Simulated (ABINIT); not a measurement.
# BaTiO3 (Pm-3m) in ABINIT: further runs

Aim: see how the results for BaTiO3 move with the level of theory and the settings. Levels: PBE, LDA, PBEsol. Tasks: band structure.

All numbers are computed with ABINIT 10.8.3 (patched build); they aren't measurements. Logs are shortened: lines on timing, memory, paths and dates and some standing lists are left out, and cuts for length are marked. The log counts tension as positive stress, the text compression.

**1. The crystal as given**

Symmetry: Pm-3m, No. 221, cubic system. Conventional cell: a = 4.006 Å, b = 4.006 Å, c = 4.006 Å, α = 90.00°, β = 90.00°, γ = 90.00°. Around Ba (site symmetry m-3m) lie 12 O at 2.83 Å. Ti (site symmetry m-3m) is surrounded by 6 O at 2.00 Å. O (site symmetry 4/mmm) is surrounded by 2 Ti at 2.00 Å.

**2. Band structure, PBE**

The input, run.abi:

```
# Datasets: ground state, then fixed potential
ndtset 2

# Pseudopotentials
pp_dirpath "./"
pseudos "Ba.GGA_PBE-JTH.xml, Ti.GGA_PBE-JTH.xml, O.GGA_PBE-JTH.xml"

# Structure
acell 4.006 4.006 4.006 Angstrom
rprim
     1.0000000000     0.0000000000     0.0000000000
     0.0000000000     1.0000000000     0.0000000000
     0.0000000000     0.0000000000     1.0000000000
ntypat 3
znucl 56 22 8
natom 5
typat 1 2 3 3 3
xred
     0.5000000000     0.5000000000     0.5000000000
     0.0000000000     0.0000000000     0.0000000000
     0.0000000000     0.0000000000     0.5000000000
     0.0000000000     0.5000000000     0.0000000000
     0.5000000000     0.0000000000     0.0000000000

# Plane-wave basis
ecut 23.0
pawecutdg 45.0
pawxcdev 0

# Exchange and correlation
ixc 11

# Bands and occupations
occopt 3
tsmear 0.05 eV

# SCF cycle
nstep 100

# Output
iomode 3
prtwf 0
prteig 0
prtebands 0
enunit 1
prtden1 1

# Dataset 1
kptopt1 1
ngkpt1 7 7 7
nshiftk1 1
shiftk1 0.0 0.0 0.0
nband1 24
tolvrs1 1.0e-9

# Dataset 2: bands along G-X-M-G-R-X
iscf2 -2
getden2 1
nband2 30
nbdbuf2 4
tolwfr2 1.0e-11
kptopt2 -5
ndivsm2 5
prteig2 1
prtvol2 -3
kptbounds2
     0.0000000000     0.0000000000     0.0000000000
     0.0000000000     0.5000000000     0.0000000000
     0.5000000000     0.5000000000     0.0000000000
     0.0000000000     0.0000000000     0.0000000000
     0.5000000000     0.5000000000     0.5000000000
     0.0000000000     0.5000000000     0.0000000000
```

Potentials or basis: JTH PAW PBE v2.0.

The run is started by

```console
$ abinit run.abi > log 2>&1
```

run.abo:

```text
.Version 10.8.3 of ABINIT
 DATASET    1 : space group Pm -3 m (#221); Bravais cP (primitive cubic)
================================================================================
 Values of the parameters that define the memory need for DATASET  1.
     intxc =       0    ionmov =       0      iscf =      17    lmnmax =      18
     lnmax =       6     mgfft =      36  mpssoang =       3    mqgrid =    3001
     natom =       5  nloc_mem =       2    nspden =       1   nspinor =       1
    nsppol =       1      nsym =      48    n1xccc =       1    ntypat =       3
    occopt =       3   xclevel =       2
       mpw =        2302          nfft =       46656          nkpt =          20
 PAW method is used; the additional fine FFT grid is defined by:
   mgfftf=        48    nfftf =    110592
================================================================================
================================================================================

 DATASET    2 : space group Pm -3 m (#221); Bravais cP (primitive cubic)
================================================================================
 Values of the parameters that define the memory need for DATASET  2.
     intxc =       0    ionmov =       0      iscf =      -2    lmnmax =      18
     lnmax =       6     mgfft =      36  mpssoang =       3    mqgrid =    3001
     natom =       5  nloc_mem =       2    nspden =       1   nspinor =       1
    nsppol =       1      nsym =      48    n1xccc =       1    ntypat =       3
    occopt =       3   xclevel =       2
       mpw =        2300          nfft =       46656          nkpt =          34
 PAW method is used; the additional fine FFT grid is defined by:
   mgfftf=        48    nfftf =    110592
================================================================================
================================================================================

--------------------------------------------------------------------------------
------------- Echo of variables that govern the present computation ------------
--------------------------------------------------------------------------------
 -outvars: echo values of preprocessed input variables --------
            acell      7.5702428604E+00  7.5702428604E+00  7.5702428604E+00 Bohr
              amu      1.37327000E+02  4.78800000E+01  1.59994000E+01
             ecut      2.30000000E+01 Hartree
           enunit           1
           getden1          0
           getden2          1
             iscf1         17
             iscf2         -2
              ixc          11
           jdtset        1    2
           kptopt1          1
           kptopt2         -5
         kptrlatt        7    0    0      0    7    0      0    0    7
          kptrlen1     5.29917000E+01
          kptrlen2     3.00000000E+01
            natom           5
            nband1         24
            nband2         30
           nbdbuf1          0
           nbdbuf2          4
           ndtset           2
           ndivsm1          0
           ndivsm2          5
            ngfft          36      36      36
          ngfftdg          48      48      48
             nkpt1         20
             nkpt2         34
            nstep         100
             nsym          48
           ntypat           3
           occopt           3
        pawecutdg      4.50000000E+01 Hartree
         pawxcdev           0
        prtebands           0
           prteig1          0
           prteig2          1
           prtvol1          0
           prtvol2         -3
            prtwf           0
           shiftk1     0.00000000E+00  0.00000000E+00  0.00000000E+00
           shiftk2     5.00000000E-01  5.00000000E-01  5.00000000E-01
          spgroup         221
           tolvrs1     1.00000000E-09
[... 323 lines left out ...]
 Non-SCF case, kpt    2 (  0.00000  0.10000  0.00000), residuals and eigenvalues=
[... 315 lines left out ...]
 -4.4206E-01 -4.3341E-01 -2.1021E-01 -2.0694E-01 -2.0129E-01  5.0363E-03
  4.9827E-02  5.1284E-02  6.1016E-02  7.2809E-02  9.7660E-02  1.0154E-01
  1.1800E-01  1.2222E-01  2.2933E-01  2.8071E-01  2.8076E-01  3.0437E-01
  3.7432E-01  4.1671E-01  4.3698E-01  4.6030E-01  5.0147E-01  5.0244E-01
 Non-SCF case, kpt   34 (  0.00000  0.50000  0.00000), residuals and eigenvalues=
  4.75E-12  4.45E-12  3.24E-12  4.94E-12  3.35E-12  4.86E-12  1.21E-12  1.58E-12
  1.56E-12  6.94E-12  6.61E-13  6.73E-13  6.90E-12  4.43E-12  8.44E-12  3.29E-12
  7.72E-12  7.64E-12  1.98E-12  7.08E-12  5.04E-12  9.37E-12  1.03E-12  6.06E-12
  7.71E-12  7.22E-12  7.01E-11  1.31E-10  9.94E-12  2.56E-05
 -1.9278E+00 -1.0557E+00 -1.0537E+00 -1.0537E+00 -7.5510E-01 -4.7677E-01
 -4.4240E-01 -4.3260E-01 -2.0839E-01 -2.0839E-01 -1.9948E-01  5.7374E-03
  5.0802E-02  5.0802E-02  8.0735E-02  8.2097E-02  8.5000E-02  8.5000E-02
  1.2621E-01  1.2621E-01  2.2243E-01  2.8050E-01  2.8050E-01  2.9608E-01
  3.6993E-01  4.1279E-01  4.3133E-01  4.5358E-01  5.0690E-01  5.0692E-01

--- !ResultsGS
iteration_state: {dtset: 2, }
comment   : Summary of ground state results
lattice_vectors:
- [  7.5702429,   0.0000000,   0.0000000, ]
- [  0.0000000,   7.5702429,   0.0000000, ]
- [  0.0000000,   0.0000000,   7.5702429, ]
lattice_lengths: [   7.57024,    7.57024,    7.57024, ]
lattice_angles: [ 90.000,  90.000,  90.000, ] # degrees, (23, 13, 12)
lattice_volume:   4.3383985E+02
convergence: {deltae:  0.000E+00, res2:  0.000E+00, residm:  9.992E-12, diffor:  0.000E+00, }
etotal    :  -1.33258973E+02
entropy   :   0.00000000E+00
fermie    :   1.84495262E-01
cartesian_stress_tensor: null
pressure_GPa: null
xred      :
- [  5.0000E-01,   5.0000E-01,   5.0000E-01, Ba]
- [  0.0000E+00,   0.0000E+00,   0.0000E+00, Ti]
- [  0.0000E+00,   0.0000E+00,   5.0000E-01,  O]
- [  0.0000E+00,   5.0000E-01,   0.0000E+00,  O]
- [  5.0000E-01,   0.0000E+00,   0.0000E+00,  O]
cartesian_forces: null
force_length_stats: {min: null, max: null, mean: null, }
...

 Integrated electronic density in atomic spheres:
 ------------------------------------------------
 Atom  Sphere_radius  Integrated_density
    1        2.31519          6.53987497
    2        2.30803         10.26679307
    3        1.41465          4.52877003
    4        1.41465          4.52877003
    5        1.41465          4.52877003

================================================================================

 ----iterations are completed or convergence reached----

 Mean square residual over all n,k,spin=   49.308E-13; max=  99.922E-13
 reduced coordinates (array xred) for    5 atoms
       0.500000000000      0.500000000000      0.500000000000
       0.000000000000      0.000000000000      0.000000000000
       0.000000000000      0.000000000000      0.500000000000
       0.000000000000      0.500000000000      0.000000000000
       0.500000000000      0.000000000000      0.000000000000

 cartesian coordinates (angstrom) at end:
    1      2.00300000000000     2.00300000000000     2.00300000000000
    2      0.00000000000000     0.00000000000000     0.00000000000000
    3      0.00000000000000     0.00000000000000     2.00300000000000
    4      0.00000000000000     2.00300000000000     0.00000000000000
    5      2.00300000000000     0.00000000000000     0.00000000000000
 length scales=  7.570242860387  7.570242860387  7.570242860387 bohr
              =  4.006000000000  4.006000000000  4.006000000000 angstroms
 Eigenvalues (   eV  ) for nkpt=  34  k points:
 kpt#   1, nband= 30, wtk=  1.00000, kpt=  0.0000  0.0000  0.0000 (reduced coord)
 -52.45788  -28.67424  -28.67424  -28.67424  -20.66529  -12.74753  -12.07393  -12.07393
  -5.83736   -5.83736   -5.83736    1.85004    1.85004    1.85004    3.04873    3.04873
   3.04873    3.99655    3.99655    3.99655    5.89692    5.89692    5.89692    8.04982
   8.04982    9.20134    9.20134   11.49453   12.67912   12.67912
 kpt#   2, nband= 30, wtk=  1.00000, kpt=  0.0000  0.1000  0.0000 (reduced coord)
 -52.45777  -28.67930  -28.67405  -28.67405  -20.65429  -12.75079  -12.07056  -12.06803
  -5.82215   -5.82215   -5.79745    1.68281    1.82323    1.82323    2.92856    2.92856
   2.95630    3.72929    3.91919    3.91919    5.91120    6.10978    6.10978    8.05063
   8.34079    9.39191    9.39932   11.73615   12.64804   12.79237
 kpt#   3, nband= 30, wtk=  1.00000, kpt=  0.0000  0.2000  0.0000 (reduced coord)
 -52.45750  -28.69252  -28.67356  -28.67356  -20.62525  -12.78405  -12.06174  -12.02334
  -5.78168   -5.78168   -5.69395    1.24912    1.73543    1.73543    2.67601    2.67601
   2.73215    3.17859    3.75673    3.75673    5.94914    6.59114    6.59114    8.05248
   8.95196    9.88764    9.94740   12.42110   12.56550   13.08269
 kpt#   4, nband= 30, wtk=  1.00000, kpt=  0.0000  0.3000  0.0000 (reduced coord)
 -52.45716  -28.70878  -28.67295  -28.67295  -20.58880  -12.86147  -12.05079  -11.92257
[... 139 lines left out ...]
 -52.45636  -28.72566  -28.68175  -28.68151  -20.51961  -12.78470  -12.00222  -11.84411
  -5.85461   -5.61824   -5.56845    0.09431    1.13232    1.27433    1.37887    1.79985
   2.69828    3.08121    3.13751    3.14163    6.67471    7.67701    7.68004    8.85967
  10.48950   11.65021   12.11218   13.10773   13.24930   13.35774
 kpt#  33, nband= 30, wtk=  1.00000, kpt=  0.0714  0.5000  0.0714 (reduced coord)
 -52.45667  -28.72653  -28.67477  -28.67470  -20.53995  -12.92476  -12.02903  -11.79358
  -5.72010   -5.63123   -5.47728    0.13704    1.35585    1.39550    1.66034    1.98124
   2.65745    2.76312    3.21096    3.32571    6.24031    7.63845    7.63985    8.28233
  10.18580   11.33915   11.89075   12.52550   13.64574   13.67209
 kpt#  34, nband= 30, wtk=  1.00000, kpt=  0.0000  0.5000  0.0000 (reduced coord)
 -52.45677  -28.72685  -28.67226  -28.67226  -20.54727  -12.97359  -12.03845  -11.77174
  -5.67062   -5.67062   -5.42818    0.15612    1.38239    1.38239    2.19690    2.23397
   2.31296    2.31296    3.43429    3.43429    6.05267    7.63280    7.63280    8.05668
  10.06637   11.23245   11.73718   12.34241   13.79334   13.79396

== END DATASET(S) ==============================================================
================================================================================

 -outvars: echo values of variables after computation  --------
            acell      7.5702428604E+00  7.5702428604E+00  7.5702428604E+00 Bohr
           etotal1    -1.3325897302E+02
            fcart1    -0.0000000000E+00 -0.0000000000E+00 -0.0000000000E+00
                      -0.0000000000E+00 -0.0000000000E+00 -0.0000000000E+00
                      -0.0000000000E+00 -0.0000000000E+00 -0.0000000000E+00
                      -0.0000000000E+00 -0.0000000000E+00 -0.0000000000E+00
                      -0.0000000000E+00 -0.0000000000E+00 -0.0000000000E+00
           strten1    -9.4955026760E-05 -9.4955026760E-05 -9.4955026760E-05
                       0.0000000000E+00  0.0000000000E+00  0.0000000000E+00
           xangst      2.0030000000E+00  2.0030000000E+00  2.0030000000E+00
                       0.0000000000E+00  0.0000000000E+00  0.0000000000E+00
                       0.0000000000E+00  0.0000000000E+00  2.0030000000E+00
                       0.0000000000E+00  2.0030000000E+00  0.0000000000E+00
                       2.0030000000E+00  0.0000000000E+00  0.0000000000E+00
             xred      5.0000000000E-01  5.0000000000E-01  5.0000000000E-01
                       0.0000000000E+00  0.0000000000E+00  0.0000000000E+00
                       0.0000000000E+00  0.0000000000E+00  5.0000000000E-01
                       0.0000000000E+00  5.0000000000E-01  0.0000000000E+00
                       5.0000000000E-01  0.0000000000E+00  0.0000000000E+00
 Calculation completed.
```

It took 2.9 min on 1 thread of Intel Xeon Platinum 8259CL at 2.50GHz (Skylake/Cascade Lake), shared host; peak memory 0.16 GiB.

What came out:

| Item | Value |
| --- | --- |
| Free energy | -3626.1614 eV |
| Pressure | 2.8 GPa |
| Band gap on the k mesh | 1.82 eV, indirect (least direct gap 1.90 eV) |
| Band gap along the path | 1.76 eV, indirect (least direct gap 1.90 eV) |
| Valence electrons inside the program's atomic spheres | Ba 6.54; Ti 10.27; O 4.53 |

Levels at the corners of the path, in eV from the valence-band top:
| point | band 16 | band 17 | band 18 | band 19 | band 20 | band 21 | band 22 | band 23 | band 24 | band 25 |
| --- | --- | --- | --- | --- | --- | --- | --- | --- | --- | --- |
| Γ | -1.09 | -1.09 | -0.14 | -0.14 | -0.14 | 1.76 | 1.76 | 1.76 | 3.91 | 3.91 |
| X | -1.90 | -1.82 | -1.82 | -0.70 | -0.70 | 1.92 | 3.50 | 3.50 | 3.92 | 5.93 |
| M | -2.67 | -1.70 | -0.87 | -0.87 | -0.09 | 3.50 | 3.50 | 3.92 | 4.76 | 7.67 |
| Γ | -1.09 | -1.09 | -0.14 | -0.14 | -0.14 | 1.76 | 1.76 | 1.76 | 3.91 | 3.91 |
| R | -2.40 | -2.40 | 0.00 | 0.00 | 0.00 | 4.17 | 4.17 | 4.17 | 6.73 | 6.73 |
| X | -1.90 | -1.82 | -1.82 | -0.70 | -0.70 | 1.92 | 3.50 | 3.50 | 3.92 | 5.93 |

Caveat: this set's barium file shifts pressures by 1.5 GPa and gaps by 0.1 eV against other sets; spin-orbit coupling is left out, which moves the levels of the heavy elements.

**3. Band structure, LDA**

run.abi, as its differences from that of step 2:

```diff
@@ -5,3 +5,3 @@
 pp_dirpath "./"
-pseudos "Ba.GGA_PBE-JTH.xml, Ti.GGA_PBE-JTH.xml, O.GGA_PBE-JTH.xml"
+pseudos "Ba.LDA_PW-JTH.xml, Ti.LDA_PW-JTH.xml, O.LDA_PW-JTH.xml"
 
@@ -27,6 +27,5 @@
 pawecutdg 45.0
-pawxcdev 0
 
 # Exchange and correlation
-ixc 11
+ixc 7
```

Potentials or basis: JTH PAW LDA v2.0.

The run is started by

```console
$ abinit run.abi > log 2>&1
```

Wall time 2.9 min (1 thread of Intel Xeon Platinum 8259CL at 2.50GHz (Skylake/Cascade Lake), shared host); peak memory 0.12 GiB.

Results (log left out):

* Free energy: -3632.9169 eV
* Pressure: -8.1 GPa
* Band gap on the k mesh: 1.73 eV, indirect (least direct gap 1.81 eV)
* Band gap along the path: 1.67 eV, indirect (least direct gap 1.81 eV)
* Valence electrons inside the program's atomic spheres: Ba 6.52; Ti 10.29; O 4.50

Levels at the corners of the path, in eV from the valence-band top:
```csv
point,band 16,band 17,band 18,band 19,band 20,band 21,band 22,band 23,band 24,band 25
Γ,-1.11,-1.11,-0.14,-0.14,-0.14,1.67,1.67,1.67,3.95,3.95
X,-1.96,-1.86,-1.86,-0.71,-0.71,1.83,3.47,3.47,3.96,5.96
M,-2.73,-1.72,-0.87,-0.87,-0.09,3.48,3.48,3.89,4.80,7.71
Γ,-1.11,-1.11,-0.14,-0.14,-0.14,1.67,1.67,1.67,3.95,3.95
R,-2.42,-2.42,0.00,0.00,0.00,4.15,4.15,4.15,6.67,6.67
X,-1.96,-1.86,-1.86,-0.71,-0.71,1.83,3.47,3.47,3.96,5.96
```

Caveat: this set's barium file shifts pressures by 1.5 GPa and gaps by 0.1 eV against other sets; spin-orbit coupling is left out, which moves the levels of the heavy elements. Expect the measured gap to be larger: semilocal functionals such as LDA lack the derivative discontinuity.

**4. Band structure, PBEsol**

run.abi, as its differences from that of step 3:

```diff
@@ -5,3 +5,3 @@
 pp_dirpath "./"
-pseudos "Ba.LDA_PW-JTH.xml, Ti.LDA_PW-JTH.xml, O.LDA_PW-JTH.xml"
+pseudos "Ba.GGA_PBE-JTH.xml, Ti.GGA_PBE-JTH.xml, O.GGA_PBE-JTH.xml"
 
@@ -27,5 +27,6 @@
 pawecutdg 45.0
+pawxcdev 0
 
 # Exchange and correlation
-ixc 7
+ixc -116133
```

Potentials or basis: JTH PAW PBE v2.0.

The run is started by

```console
$ abinit run.abi > log 2>&1
```

Run time: 3.8 min. Hardware: 1 thread of Intel Xeon Platinum 8259CL at 2.50GHz (Skylake/Cascade Lake), shared host; peak memory 0.16 GiB.

The run converged. Its results:

* Free energy: -3620.9746 eV
* Pressure: -3.3 GPa
* Band gap on the k mesh: 1.77 eV, indirect (least direct gap 1.85 eV)
* Band gap along the path: 1.71 eV, indirect (least direct gap 1.85 eV)
* Valence electrons inside the program's atomic spheres: Ba 6.53; Ti 10.28; O 4.50

Levels at the corners of the path, in eV from the valence-band top:
| point | band 18 | band 19 | band 20 | band 21 | band 22 | band 23 |
| --- | --- | --- | --- | --- | --- | --- |
| Γ | -0.14 | -0.14 | -0.14 | 1.71 | 1.71 | 1.71 |
| X | -1.85 | -0.71 | -0.71 | 1.88 | 3.50 | 3.50 |
| M | -0.88 | -0.88 | -0.09 | 3.51 | 3.51 | 3.92 |
| Γ | -0.14 | -0.14 | -0.14 | 1.71 | 1.71 | 1.71 |
| R | 0.00 | 0.00 | 0.00 | 4.18 | 4.18 | 4.18 |
| X | -1.85 | -0.71 | -0.71 | 1.88 | 3.50 | 3.50 |

Caveat: this set's barium file shifts pressures by 1.5 GPa and gaps by 0.1 eV against other sets; the PAW data sets were made with another functional, which shifts forces and pressure a little; spin-orbit coupling is left out, which moves the levels of the heavy elements.

**5. Summary**

| level | potentials or basis | gap on the mesh (eV) | pressure (GPa) |
| --- | --- | --- | --- |
| PBE | JTH PAW PBE v2.0 | 1.82 | 2.8 |
| LDA | JTH PAW LDA v2.0 | 1.73 | -8.1 |
| PBEsol | JTH PAW PBE v2.0 | 1.77 | -3.3 |

Alike in all rows: task band structure; no spin polarisation; cell as given; k mesh 7 × 7 × 7; cutoff (eV) 626; smearing fermi-dirac 0.05 eV.

Caveats: this set's barium file shifts pressures by 1.5 GPa and gaps by 0.1 eV against other sets; spin-orbit coupling is left out, which moves the levels of the heavy elements; the PAW data sets were made with another functional, which shifts forces and pressure a little (some runs).

Total energies depend on the potentials used, so only differences within one code and one set of settings carry meaning.
